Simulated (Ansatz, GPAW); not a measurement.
This is a calculation of Al for GPAW 26.7.0 (ASE script). Atoms were shifted at random by some hundredths of an Å from the given cell, which wasn't relaxed again for these runs. This isn't the form of Al at room conditions, which is fcc.

Contents of run.py:

```python
from ase import Atoms
from ase.dft.bandgap import bandgap
from ase.io import write
from ase.units import GPa
from gpaw import GPAW, PW, setup_paths

setup_paths.insert(0, '.')

atoms = Atoms(['Al', 'Al', 'Al', 'Al'],
              cell=[[2.8270770242, 0.0, 0.0],
                    [-1.4135385121, 2.4483205214, 0.0],
                    [0.0, 0.0, 9.18599307]],
              scaled_positions=[[0.651271, 0.318103, 0.753722],
                                [-0.0068, -0.003486, 0.494193],
                                [0.346279, 0.677453, 0.247986],
                                [-0.005736, -0.000119, -0.00073]],
              pbc=True)

calc = GPAW(mode=PW(600),
            xc='PBEsol',
            kpts={'size': (11, 11, 3), 'gamma': True},
            occupations={'name': 'fermi-dirac', 'width': 0.05},
            nbands=16,
            convergence={'density': 1e-05, 'energy': 1e-05},
            maxiter=150,
            txt='gpaw.txt')
atoms.calc = calc
energy = atoms.get_potential_energy()
forces = atoms.get_forces()
stress = atoms.get_stress()
calc.write('gs.gpw')
write('result.traj', atoms)
print(f'Energy: {energy:.6f} eV')
print('Forces (eV/A):')
print(forces.round(4))
print('Stress (GPa):', (stress / GPa).round(3))
print('Fermi level:', round(calc.get_fermi_level(), 4), 'eV')
print(f'Gap: {bandgap(calc)[0]:.4f} eV, direct: {bandgap(calc, direct=True)[0]:.4f} eV')
```

Potentials or basis: PAW data sets generated in the run's folder for this functional, pw.

Run with:

```bash
$ gpaw-setup -f PBEsol Al
$ OMP_NUM_THREADS=1 python run.py
```

What does the same run look like in Ansatz 0.2.0? Potentials or basis there: all-electron LAPW, scalar-relativistic.

As run (cutoffs and basis follow the program's own potentials, and thresholds, step limits or extra output files can differ):

The input input.yaml:

```yaml
crystal:
  lattice:
    - [2.8270770242, 0.0, 0.0]
    - [-1.4135385121, 2.4483205214, 0.0]
    - [0.0, 0.0, 9.18599307]
  atoms:
    - { symbol: Al, position: [0.651271, 0.318103, 0.753722] }
    - { symbol: Al, position: [-0.0068, -0.003486, 0.494193] }
    - { symbol: Al, position: [0.346279, 0.677453, 0.247986] }
    - { symbol: Al, position: [-0.005736, -0.000119, -0.00073] }
kpoints:
  mp_grid: { grid: [11, 11, 3] }
scf:
  occupations: { method: fermi_dirac, width: 0.05 }
hamiltonian:
  xc: pbesol
  pseudopotentials: { kind: all_electron, lapw: { basis_error: 0.001 } }
output:
  forces: true
  stress: true
  eigenvalues: true
  populations: true
```

Potentials or basis: all-electron LAPW, scalar-relativistic.

Launch:

```bash
$ ansatz run input.yaml --threads 2 --pin off --max-ram 8192MiB --backend cpu --events-out ev --progress --plain --runs-dir out
```

Both were run:

|  | GPAW | Ansatz |
| --- | --- | --- |
| Pressure | 2.3 GPa | 2.1 GPa |
| Largest force | 0.333 eV/Å | 0.329 eV/Å |

Where Ansatz's input types no cutoff or centring, it takes its own default and a Γ-centred mesh.

Pressure is positive in compression.
